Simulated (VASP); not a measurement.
# CaH4 (Pm-3m) in VASP: a series of runs, part 2 of 2

VASP 6.6.1. Earlier steps stand in the parts before.

## 3. Relaxation of cell and atoms, PBE

File INCAR:

```
SYSTEM = CaH4
PREC = Accurate
ENCUT = 900
EDIFF = 1E-6
ISMEAR = -1
SIGMA = 0.05
LREAL = .False.
LASPH = .True.
NELM = 60
ALGO = Normal
ISIF = 3
LWAVE = .False.
LCHARG = .False.
GGA = PE
IBRION = 2
NSW = 40
EDIFFG = -0.02
```

File KPOINTS:

```
regular mesh
0
Gamma
  5 5 5
  0 0 0
```

File POSCAR:

```
CaH4
1.0
    4.1679800000      0.0000000000      0.0000000000
    0.0000000000      4.1679800000      0.0000000000
    0.0000000000      0.0000000000      4.1679800000
Ca H
1 4
Direct
    0.0000000000      0.0000000000      0.0000000000
    0.5000000000      0.0000000000      0.0000000000
    0.0000000000      0.5000000000      0.0000000000
    0.0000000000      0.0000000000      0.5000000000
    0.5000000000      0.5000000000      0.5000000000
```

Potentials or basis: VASP PAW PBE potentials, release 64 (Ca_sv, H_s).

Run with:

```sh
$ cat potpaw_PBE.64/Ca_sv/POTCAR potpaw_PBE.64/H_s/POTCAR > POTCAR
$ mpirun -np 1 vasp_std > vasp.out
```

OUTCAR:

```text
SYSTEM = CaH4
   PREC = Accurate
   ENCUT = 900
   EDIFF = 1E-6
   ISMEAR = -1
   LREAL = .False.
   LASPH = .True.
   NELM = 60
   ISIF = 3
   GGA = PE
   IBRION = 2
   NSW = 40
   EDIFFG = -0.02

 ion  position               nearest neighbor table
   1  0.000  0.000  0.000-
   2  0.500  0.000  0.000-
   3  0.000  0.500  0.000-
   4  0.000  0.000  0.500-
   5  0.500  0.500  0.500-

  LATTYP: Found a simple cubic cell.
 ALAT       =     4.1679800000

  Lattice vectors:

 A1 = (   4.1679800000,   0.0000000000,   0.0000000000)
 A2 = (   0.0000000000,   4.1679800000,   0.0000000000)
 A3 = (   0.0000000000,   0.0000000000,   4.1679800000)

Analysis of symmetry for initial positions (statically):
=====================================================================
 Subroutine PRICEL returns:
 Original cell was already a primitive cell.

 Routine SETGRP: Setting up the symmetry group for a
 simple cubic supercell.

[... 221 lines left out ...]
      4     -21.7125      2.00000
      5      -6.2329      2.00000
      6      -3.2786      2.00000
      7      -3.2786      2.00000
      8      -1.5863      0.00000
      9       4.6043      0.00000
     10       4.6043      0.00000
     11       4.6043      0.00000
[... 113 lines left out ...]
 k-point    10 :       0.4000    0.4000    0.4000
  band No.  band energies     occupation
      1     -40.6687      2.00000
      2     -21.7819      2.00000
      3     -21.7816      2.00000
      4     -21.7816      2.00000
      5      -3.1611      1.99999
      6      -2.6114      1.56195
      7      -2.5521      1.04287
      8      -2.5521      1.04287
      9       1.9123      0.00000
     10       1.9123      0.00000
     11       2.2695      0.00000

------------------------ aborting loop because EDIFF is reached ----------------------------------------

  FORCE on cell =-STRESS in cart. coord.  units (eV):
  Direction    XX          YY          ZZ          XY          YZ          ZX
  --------------------------------------------------------------------------------------
  -------------------------------------------------------------------------------------
  Total        0.0736026      0.0736026      0.0736026      0.0000000      0.0000000      0.0000000
  in kB        1.6236918      1.6236918      1.6236918      0.0000000      0.0000000      0.0000000
  external PRESSURE =       1.6236918 kB  Pullay stress =       0.0000000 kB

 VOLUME and BASIS-vectors are now :
 -----------------------------------------------------------------------------
  energy-cutoff  :      900.00
  volume of cell :       72.63
      direct lattice vectors                 reciprocal lattice vectors
     4.172216013  0.000000000 -0.000000000     0.239680783  0.000000000 -0.000000000
    -0.000000000  4.172216013 -0.000000000     0.000000000  0.239680783  0.000000000
     0.000000000  0.000000000  4.172216013     0.000000000  0.000000000  0.239680783

 POSITION                                       TOTAL-FORCE (eV/Angst)
 -----------------------------------------------------------------------------------
      0.00000      0.00000      0.00000         0.000000      0.000000      0.000000
      2.08611      0.00000     -0.00000         0.000000      0.000000      0.000000
     -0.00000      2.08611     -0.00000         0.000000      0.000000      0.000000
      0.00000      0.00000      2.08611         0.000000      0.000000      0.000000
      2.08611      2.08611      2.08611        -0.000000      0.000000      0.000000
 -----------------------------------------------------------------------------------
    total drift:                               -0.000000      0.000000     -0.000000

  FREE ENERGIE OF THE ION-ELECTRON SYSTEM (eV)
  ---------------------------------------------------
  free  energy   TOTEN  =       -11.3190071345 eV

  energy  without entropy=      -11.2984682356  energy(sigma->0) =      -11.30873769

 reached required accuracy - stopping structural energy minimisation
```

OSZICAR:

```text
N       E                     dE             d eps       ncg     rms          rms(c)
DAV:   1     0.108505602817E+03    0.10851E+03   -0.84329E+03   220   0.169E+03
DAV:   2    -0.886301275563E+01   -0.11737E+03   -0.11494E+03   235   0.306E+02
DAV:   3    -0.128789378253E+02   -0.40159E+01   -0.39942E+01   314   0.593E+01
[... 15 lines left out ...]
DAV:   3    -0.113190309314E+02    0.13947E-03   -0.87153E-04   352   0.170E-01    0.397E-02
DAV:   4    -0.113190026796E+02    0.28252E-04   -0.30587E-04   402   0.122E-01    0.169E-02
DAV:   5    -0.113190037530E+02   -0.10734E-05   -0.87371E-06   247   0.367E-02    0.939E-03
DAV:   6    -0.113190069958E+02   -0.32428E-05   -0.13995E-05   364   0.207E-02    0.269E-03
DAV:   7    -0.113190071345E+02   -0.13874E-06   -0.17594E-07   119   0.419E-03
   2 F= -.11319007E+02 E0= -.11308738E+02  d E =-.270660E-03
```

CONTCAR:

```text
CaH4
   1.00000000000000
     4.1722160130420134    0.0000000000000000   -0.0000000000000000
    -0.0000000000000000    4.1722160130420134   -0.0000000000000000
     0.0000000000000000    0.0000000000000000    4.1722160130420134
  Ca              H
     1     4
Direct
     0.0000000000000000    0.0000000000000000    0.0000000000000000
     0.5000000000000000    0.0000000000000000    0.0000000000000000
     0.0000000000000000    0.5000000000000000    0.0000000000000000
     0.0000000000000000    0.0000000000000000    0.5000000000000000
     0.5000000000000000    0.5000000000000000    0.5000000000000000

  0.00000000E+00  0.00000000E+00  0.00000000E+00
  0.00000000E+00  0.00000000E+00  0.00000000E+00
  0.00000000E+00  0.00000000E+00  0.00000000E+00
  0.00000000E+00  0.00000000E+00  0.00000000E+00
  0.00000000E+00  0.00000000E+00  0.00000000E+00
```

It took 56 s on 1 thread of Intel Xeon Platinum 8259CL at 2.50GHz (Skylake/Cascade Lake), shared host; peak memory 0.25 GiB.

Results:

| Item | Value |
| --- | --- |
| Free energy | -11.3190 eV |
| Relaxed volume | 14.53 Å³/atom |
| Relaxed cell | a = 4.172 Å, b = 4.172 Å, c = 4.172 Å, α = 90.00°, β = 90.00°, γ = 90.00° |
| Space group after relaxing (to 0.05 Å) | Pm-3m (No. 221) |
| Energy gained by relaxing | 0.1 meV/atom |
| Ionic steps | 2 |
| Pressure after relaxing | 0.2 GPa |
| Band gap on the k mesh | none (metal or under the smearing width) |

The path:
```
step  energy change (eV)  largest force (eV/Å)  pressure (GPa)  volume (Å³)
   1              0.0000                0.0000            0.23        72.41
   2             -0.0003                0.0000            0.16        72.63
```

Final structure:
```xyz
5
Lattice="4.1722 0.0000 0.0000 0.0000 4.1722 0.0000 0.0000 0.0000 4.1722" Properties=species:S:1:pos:R:3 pbc="T T T"
Ca    0.0000    0.0000    0.0000
H     2.0861    0.0000    0.0000
H     0.0000    2.0861    0.0000
H     0.0000    0.0000    2.0861
H     2.0861    2.0861    2.0861
```

Levels at points of the mesh, in eV from the Fermi level:
```
           k point  band 4  band 5  band 6  band 7  band 8  band 9  band 10  band 11
(0.00, 0.00, 0.00)  -19.16   -3.69   -0.73   -0.73    0.96    7.15     7.15     7.15
```

## 4. The reference run

An earlier run on the cell as given: functional PBE; potentials or basis VASP PAW PBE potentials, release 64 (Ca_sv, H); cutoff 520 eV; k mesh 7 × 7 × 7; occupations fermi-dirac, width 0.05 eV; no spin polarisation.

* Pressure: 0.0 GPa
* Band gap on the k mesh: none (metal or under the smearing width)

## 5. Summary

| task | potentials or basis | cell | k mesh | cutoff (eV) | gap on the mesh (eV) | pressure (GPa) |
| --- | --- | --- | --- | --- | --- | --- |
| relaxation of cell and atoms | VASP PAW PBE potentials, release 64 (Ca_sv, H_h) | relaxed | 5 × 5 × 5 | 900 | none | 0.2 |
| relaxation of cell and atoms | VASP PAW PBE potentials, release 64 (Ca_sv, H_s) | relaxed | 5 × 5 × 5 | 900 | none | 0.2 |
| single point | VASP PAW PBE potentials, release 64 (Ca_sv, H) | as given | 7 × 7 × 7 | 520 | none | 0.0 |

Alike in all rows: level PBE; no spin polarisation; smearing fermi-dirac 0.05 eV.

Caveats: the relaxation stopped at its first step, so nothing moved (some runs).

Total energies depend on the potentials used, so only differences within one code and one set of settings carry meaning.
